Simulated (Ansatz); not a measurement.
**Convergence notes, G0W0 on NaF (Fm-3m)**

NaF (from a published structure), relaxed with r2SCAN; one-shot G0W0 in Ansatz without spin-orbit coupling. No spin polarisation; the structure comes from an open crystallographic database, the properties from the calculation.

```cif
data_structure
_symmetry_space_group_name_H-M 'P 1'
_symmetry_Int_Tables_number 1
_cell_length_a 3.2488
_cell_length_b 3.2488
_cell_length_c 3.2488
_cell_angle_alpha 60.000
_cell_angle_beta 60.000
_cell_angle_gamma 60.000
_cell_volume 24.25
loop_
_atom_site_label
_atom_site_type_symbol
_atom_site_fract_x
_atom_site_fract_y
_atom_site_fract_z
_atom_site_occupancy
Na1 Na 0.00000 0.00000 0.00000 1
F1 F 0.50000 0.50000 0.50000 1
```

Gaps are read over the mesh points alone. G0W0 values are finite-basis, finite-mesh values.
```csv
start,potentials,frequency model,mesh,empty bands,screening cutoff (eV),Kohn-Sham gap (eV),G0W0 gap (eV)
PBE,PAW,contour deformation,6×6×6,55,100,6.46,10.49
PBE,PAW,contour deformation,6×6×6,132,180,6.46,10.69
PBE,PAW,contour deformation,6×6×6,257,260,6.46,10.82
HSE06,PAW,contour deformation,6×6×6,132,180,8.63,11.73
r2SCAN,PAW,contour deformation,6×6×6,132,180,7.28,11.16
PBE0,PAW,contour deformation,6×6×6,132,180,9.40,11.95
PBE,PAW,Godby-Needs pole,6×6×6,132,180,6.46,10.72
PBE,PAW,contour deformation,10×10×10,39,80,6.46,10.50
PBE,norm-conserving,contour deformation,6×6×6,132,180,6.45,10.65
```

G0W0 moves the gap on the mesh from 6.46 eV (PBE) to 10.82 eV (direct at Γ). Renormalisation factors Z lie between 0.80 and 0.90.

Raising bands and cutoff together moves the gap by +0.20 eV (100 to 180 eV), then +0.13 eV (180 to 260 eV); the last step is still large, so the basis limit isn't reached. Starting from HSE06 (8.63 eV against PBE's 6.46 eV) gives 11.73 eV, +1.04 eV from G0W0@PBE at the same screening cutoff. Starting from r2SCAN (7.28 eV against PBE's 6.46 eV) gives 11.16 eV, +0.47 eV from G0W0@PBE at the same screening cutoff. Starting from PBE0 (9.40 eV against PBE's 6.46 eV) gives 11.95 eV, +1.26 eV from G0W0@PBE at the same screening cutoff. The Godby-Needs plasmon pole differs from contour deformation by +0.03 eV. Norm-conserving potentials (wave cutoff 1320 eV against 420 eV) shift the quasiparticle gap by -0.04 eV and the PBE gap by -0.01 eV. r2SCAN runs take a wave cutoff of 500 eV.
